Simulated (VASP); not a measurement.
# NbP (I4_1md) in VASP: density of states with PBEsol

Aim: the density of states of NbP with PBEsol.

Everything below comes from runs of VASP 6.6.1. Logs are shortened: lines on timing, memory, paths and dates and some standing lists are left out, and cuts for length are marked.

**1. The structure**

Symmetry: I4_1md, No. 109, tetragonal system. The conventional cell has a = 3.319 Å, b = 3.319 Å, c = 11.283 Å, α = 90.00°, β = 90.00°, γ = 90.00°. Around Nb (site symmetry 2mm) lie 6 P at 2.52 Å. Around P (site symmetry 2mm) lie 6 Nb at 2.52 Å.

The cell is a database's computed one.

**2. Density of states, PBEsol**

File POSCAR:

```
NbP                                     
1.0
   -1.6596346340      1.6596346340      5.6415896721
    1.6596346340     -1.6596346340      5.6415896721
    1.6596346340      1.6596346340     -5.6415896721
  Nb              P             
     2     2
Direct
     0.7501877359942226    0.7501877359942226    0.0000000000000000
     0.5001877359942226    0.0001877359942226    0.5000000000000000
     0.3324408340057745    0.3324408340057745    0.0000000000000000
     0.0824408440057754    0.5824408440057753    0.5000000000000000
```

File INCAR.step1:

```
ALGO = Normal ; EDIFF = 1E-7
ENCUT = 520 ; GGA = PS
ISIF = 2 ; ISMEAR = 0
LASPH = T ; LCHARG = T
LMAXMIX = 4 ; LREAL = F
LWAVE = F ; NELM = 80
PREC = Accurate ; SIGMA = 0.1
```

File KPOINTS.step1:

```
k-points
0
Gamma
  18 18 18
```

File INCAR.step2:

```
ALGO = Normal ; EDIFF = 1E-7
ENCUT = 520 ; GGA = PS
ICHARG = 11 ; ISIF = 2
ISMEAR = -5 ; LASPH = T
LCHARG = F ; LMAXMIX = 4
LORBIT = 10 ; LREAL = F
LWAVE = F ; NEDOS = 2001
NELM = 80 ; PREC = Accurate
SIGMA = 0.1
```

File KPOINTS.step2:

```
k-points
0
Gamma
  27 27 27
```

Potentials or basis: VASP PAW PBE potentials, release 64 (Nb_sv, P).

Started as:

```bash
> cat potpaw_PBE.64/Nb_sv/POTCAR potpaw_PBE.64/P/POTCAR > POTCAR
> cp INCAR.step1 INCAR
> cp KPOINTS.step1 KPOINTS
> mpirun -np 1 vasp_std > vasp.out
> cp INCAR.step2 INCAR
> cp KPOINTS.step2 KPOINTS
> mpirun -np 1 vasp_std > vasp.out
```

OUTCAR:

```text
EDIFF = 1E-7
   ENCUT = 520
   GGA = PS
   ICHARG = 11
   ISIF = 2
   ISMEAR = -5
   LASPH = T
   LORBIT = 10
   LREAL = F
   NELM = 80
   PREC = Accurate

 ion  position               nearest neighbor table
   1  0.750  0.750  0.000-   4 2.52   4 2.52   3 2.52   3 2.52   3 2.52   3 2.52
   2  0.500  0.000  0.500-   3 2.52   3 2.52   4 2.52   4 2.52   4 2.52   4 2.52
   3  0.332  0.332  0.000-   2 2.52   2 2.52   1 2.52   1 2.52   1 2.52   1 2.52
   4  0.082  0.582  0.500-   1 2.52   1 2.52   2 2.52   2 2.52   2 2.52   2 2.52

  LATTYP: Found a body centered tetragonal cell.
 ALAT       =     3.3192692680
 C/A-ratio  =     3.3992961803

  Lattice vectors:

 A1 = (  -1.6596346340,   1.6596346340,   5.6415896721)
 A2 = (   1.6596346340,  -1.6596346340,   5.6415896721)
 A3 = (   1.6596346340,   1.6596346340,  -5.6415896721)

Analysis of symmetry for initial positions (statically):
=====================================================================
 Subroutine PRICEL returns:
 Original cell was already a primitive cell.

 Routine SETGRP: Setting up the symmetry group for a
 body centered tetragonal supercell.

 Subroutine GETGRP returns: Found  8 space group operations
 (whereof  4 operations were pure point group operations)
 out of a pool of 16 trial point group operations.

The static configuration has the point symmetry C_2v.
 The point group associated with its full space group is C_4v.

Analysis of symmetry for dynamics (positions and initial velocities):
=====================================================================
 Subroutine PRICEL returns:
 Original cell was already a primitive cell.

 Routine SETGRP: Setting up the symmetry group for a
 body centered tetragonal supercell.

 Subroutine GETGRP returns: Found  8 space group operations
 (whereof  4 operations were pure point group operations)
 out of a pool of 16 trial point group operations.

The dynamic configuration has the point symmetry C_2v.
 The point group associated with its full space group is C_4v.

 Subroutine INISYM returns: Found  8 space group operations
 (whereof  4 operations are pure point group operations),
 and found     1 'primitive' translations

----------------------------------------------------------------------------------------

                                     Primitive cell

  volume of cell :      62.1565

  direct lattice vectors                    reciprocal lattice vectors
[... 104 lines left out ...]
   NELECT =      36.0000    total number of electrons
   NUPDOWN=      -1.0000    fix difference up-down
   EMIN   =  10.00;   EMAX   =-10.00  energy-range for DOS
   EFERMI =   0.00;   METHOD = LEGACY
   ISMEAR =    -5;   SIGMA  =   0.10  broadening in eV -4-tet -1-fermi 0-gaus
   EFERMI_NEDOS =   21; number of points for ismear=-14 and -15
   IALGO  =     38    algorithm
   IMIX   =      4    mixing-type and parameters
     AMIX     =   0.40;   BMIX     =  1.00
     AMIX_MAG =   1.60;   BMIX_MAG =  1.00
  volume/ion in A,a.u.               =      15.54       104.86
  Fermi-wavevector in a.u.,A,eV,Ry     =   1.364626  2.578768 25.336810  1.862203
  Thomas-Fermi vector in A             =   2.490925
   LORBIT       =     10    0 simple, 1 ext, 2 COOP (PROOUT), +10 PAW based schemes
   GGA     = PS    functional components
   LHFCALC =     F    Hartree Fock is set to
   AEXX    =    0.0000 exact exchange contribution
   IVDW    =     0    specifies the selected vdW correction
   LEPSILON=     F    determine dielectric tensor
   LRPA    =     F    only Hartree local field effects (RPA)
 non-spin polarized calculation
 Fermi weights with tetrahedron method with Bloechl corrections
  energy-cutoff  :      520.00
  volume of cell :       62.16
 maximum number of plane-waves:      1700
 NGX is ok and might be reduce to    48

 number of electron      36.0000001 magnetization

 Free energy of the ion-electron system (eV)
  ---------------------------------------------------
  ext. energy  EPLUGINS =         0.00000000
  ---------------------------------------------------
  free energy    TOTEN  =       -37.84141246 eV

  energy without entropy =      -37.84141246  energy(sigma->0) =      -37.84141246

 E-fermi :  10.9491     XC(G=0): -12.2742

 val. band max:       11.0021660310   @ k =  -0.2593  -0.4815   0.2593
 cond. band min:      10.9062078197   @ k =  -0.2222   0.2593   0.2222
 fundamental gap:     -0.0959582113
 Fermi energy:        10.9490791441

 k-point     1 :       0.0000    0.0000    0.0000
  band No.  band energies     occupation
      1     -43.8001      2.00000
      2     -43.7540      2.00000
      3     -20.1464      2.00000
      4     -19.9067      2.00000
      5     -19.9067      2.00000
      6     -19.7508      2.00000
[... 589 lines left out ...]
     21      12.9710      0.00000
     22      13.6927      0.00000

 [... further k-points ...]

------------------------ aborting loop because EDIFF is reached ----------------------------------------

  FORCE on cell =-STRESS in cart. coord.  units (eV):
  Direction    XX          YY          ZZ          XY          YZ          ZX
  --------------------------------------------------------------------------------------
  -------------------------------------------------------------------------------------
  Total       -0.0156494     -0.0156494      0.0084533      0.0000000      0.0000000      0.0000000
  in kB       -0.4033878     -0.4033878      0.2178977      0.0000000      0.0000000      0.0000000
  external PRESSURE =      -0.1962926 kB  Pullay stress =       0.0000000 kB

 VOLUME and BASIS-vectors are now :
 -----------------------------------------------------------------------------
  energy-cutoff  :      520.00
  volume of cell :       62.16
      direct lattice vectors                 reciprocal lattice vectors
    -1.659634634  1.659634634  5.641589672     0.000000000  0.301271129  0.088627502
     1.659634634 -1.659634634  5.641589672     0.301271129  0.000000000  0.088627502
     1.659634634  1.659634634 -5.641589672     0.301271129  0.301271129  0.000000000

 POSITION                                       TOTAL-FORCE (eV/Angst)
 -----------------------------------------------------------------------------------
      0.00000      0.00000      8.46450        -0.000000     -0.000000      0.004396
      0.00000      1.65963      0.00212        -0.000000     -0.000000      0.004396
      0.00000      0.00000      3.75099         0.000000      0.000000     -0.004396
      1.65963      0.00000      0.93019         0.000000      0.000000     -0.004396
 -----------------------------------------------------------------------------------
    total drift:                                0.000000      0.000000     -0.001217

  FREE ENERGIE OF THE ION-ELECTRON SYSTEM (eV)
  ---------------------------------------------------
  free  energy   TOTEN  =       -37.8414124648 eV

  energy  without entropy=      -37.8414124648  energy(sigma->0) =      -37.84141246

 total charge

# of ion       s       p       d       tot
------------------------------------------
    1        2.161   6.035   2.500  10.697
    2        2.161   6.035   2.500  10.697
    3        1.019   1.535   0.000   2.554
    4        1.019   1.535   0.000   2.554
--------------------------------------------------
tot          6.360  15.141   5.001  26.502
```

OUTCAR.step1:

```text
EDIFF = 1E-7
   ENCUT = 520
   GGA = PS
   ISIF = 2
[... 834 lines left out ...]
      0.00000      0.00000      8.46450        -0.000000      0.000000      0.000132
      0.00000      1.65963      0.00212         0.000000     -0.000000      0.000132
      0.00000      0.00000      3.75099         0.000000     -0.000000     -0.000132
      1.65963      0.00000      0.93019        -0.000000      0.000000     -0.000132
 -----------------------------------------------------------------------------------
    total drift:                                0.000000      0.000000     -0.000076

  FREE ENERGIE OF THE ION-ELECTRON SYSTEM (eV)
  ---------------------------------------------------
  free  energy   TOTEN  =       -37.8412735349 eV

  energy  without entropy=      -37.8391780323  energy(sigma->0) =      -37.84022578
```

OSZICAR.step1:

```text
N       E                     dE             d eps       ncg     rms          rms(c)
DAV:   1     0.365169981338E+03    0.36517E+03   -0.19579E+04 21120   0.164E+03
DAV:   2    -0.677310048350E+01   -0.37194E+03   -0.36569E+03 25504   0.601E+02
DAV:   3    -0.381844985601E+02   -0.31411E+02   -0.30933E+02 38362   0.126E+02
DAV:   4    -0.400650893128E+02   -0.18806E+01   -0.18735E+01 31996   0.262E+01
DAV:   5    -0.401481728353E+02   -0.83084E-01   -0.83039E-01 37006   0.593E+00    0.135E+01
DAV:   6    -0.378509560234E+02    0.22972E+01   -0.11729E+01 31184   0.232E+01    0.507E+00
DAV:   7    -0.378506176054E+02    0.33842E-03   -0.71133E-01 36942   0.475E+00    0.292E+00
DAV:   8    -0.378407150185E+02    0.99026E-02   -0.65110E-02 28442   0.190E+00    0.571E-01
DAV:   9    -0.378410377828E+02   -0.32276E-03   -0.10260E-02 37824   0.867E-01    0.287E-01
DAV:  10    -0.378413004538E+02   -0.26267E-03   -0.11557E-03 26754   0.357E-01    0.472E-02
DAV:  11    -0.378412750303E+02    0.25423E-04   -0.19396E-04 33508   0.762E-02    0.187E-02
DAV:  12    -0.378412735058E+02    0.15245E-05   -0.81013E-06 33034   0.248E-02    0.105E-02
DAV:  13    -0.378412735545E+02   -0.48687E-07   -0.15594E-06 33130   0.134E-02    0.414E-03
DAV:  14    -0.378412735349E+02    0.19653E-07   -0.82191E-08 19098   0.249E-03
   1 F= -.37841274E+02 E0= -.37840226E+02  d E =-.209550E-02
```

Run time: 44 min. Hardware: 1 thread of Intel Xeon 6975P-C (Granite Rapids), shared host; peak memory 1.7 GiB.

What came out:

```
Valence electrons inside the program's atomic spheres : Nb 10.70; P 2.55
```

States per cell in windows of 1 eV (zero at the Fermi level; states under -8 eV left out):
| from (eV) | total | Nb1_d | Nb2_d | P3_p | P4_p | Nb1_p | Nb2_p |
| --- | --- | --- | --- | --- | --- | --- | --- |
| -8.0 | 0.00 | 0.00 | 0.00 | 0.00 | 0.00 | 0.00 | 0.00 |
| -7.0 | 0.39 | 0.02 | 0.02 | 0.04 | 0.04 | 0.00 | 0.00 |
| -6.0 | 2.66 | 0.23 | 0.23 | 0.30 | 0.30 | 0.03 | 0.03 |
| -5.0 | 1.84 | 0.18 | 0.18 | 0.22 | 0.22 | 0.03 | 0.03 |
| -4.0 | 2.88 | 0.36 | 0.36 | 0.34 | 0.34 | 0.04 | 0.04 |
| -3.0 | 3.87 | 0.59 | 0.59 | 0.46 | 0.46 | 0.05 | 0.05 |
| -2.0 | 2.07 | 0.47 | 0.47 | 0.10 | 0.10 | 0.02 | 0.02 |
| -1.0 | 2.49 | 0.60 | 0.60 | 0.07 | 0.07 | 0.03 | 0.03 |
| 0.0 | 1.37 | 0.42 | 0.42 | 0.04 | 0.04 | 0.00 | 0.00 |
| 1.0 | 2.22 | 0.73 | 0.73 | 0.05 | 0.05 | 0.01 | 0.01 |
| 2.0 | 2.97 | 0.94 | 0.94 | 0.10 | 0.10 | 0.01 | 0.01 |
| 3.0 | 1.47 | 0.47 | 0.47 | 0.05 | 0.05 | 0.01 | 0.01 |
| 4.0 | 0.00 | 0.00 | 0.00 | 0.00 | 0.00 | 0.00 | 0.00 |
| 5.0 | 0.00 | 0.00 | 0.00 | 0.00 | 0.00 | 0.00 | 0.00 |

Caveat: the PAW data sets were made with another functional, which shifts forces and pressure a little; tetrahedron occupations give inexact forces and stress in metals.
